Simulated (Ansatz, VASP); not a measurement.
# PbS in VASP and in Ansatz

```xyz
2
Lattice="3.6537 0.0000 0.0000 0.0000 3.6537 0.0000 0.0000 0.0000 3.6537" Properties=species:S:1:pos:R:3 pbc="T T T"
Pb    0.0000    0.0000    0.0000
S     1.8268    1.8268    1.8268
```

Measurements of this composition are mostly on another form, of space group No. 225.

Alike in both runs: functional r2SCAN; k mesh 7 × 7 × 7; occupations fermi-dirac, width 0.05 eV; no spin polarisation.

```csv
,VASP,Ansatz
version,VASP 6.6.1,Ansatz 0.2.0
potentials or method,"VASP PAW PBE potentials, release 64 (Pb_d, S)",Ansatz PAW
plane-wave cutoff (eV),520,500
valence electrons in the cell,20,20
task,single point,band structure
```

|  | VASP | Ansatz | Ansatz less VASP |
| --- | --- | --- | --- |
| gap on the k mesh at the Fermi level (eV) | 0.33 | 0.33 | -0.003 |
| least direct gap on the mesh (eV) | 1.66 | 1.65 | -0.003 |
| pressure (GPa) | -0.7 | -0.7 | -0.01 |

Caveats: the PAW data sets were made with another functional, which shifts forces and pressure a little (VASP); spin-orbit coupling is left out, which as a rule narrows the gap of such compounds by several tenths of an eV (VASP); an odd mesh through Γ misses points on the zone boundary, where band edges often lie (VASP); spin-orbit coupling is left out, which moves the levels of the heavy elements (Ansatz); the PAW data sets come from PBE, with cores solved anew for the run's functional, which leaves a small shift of forces and pressure (Ansatz).
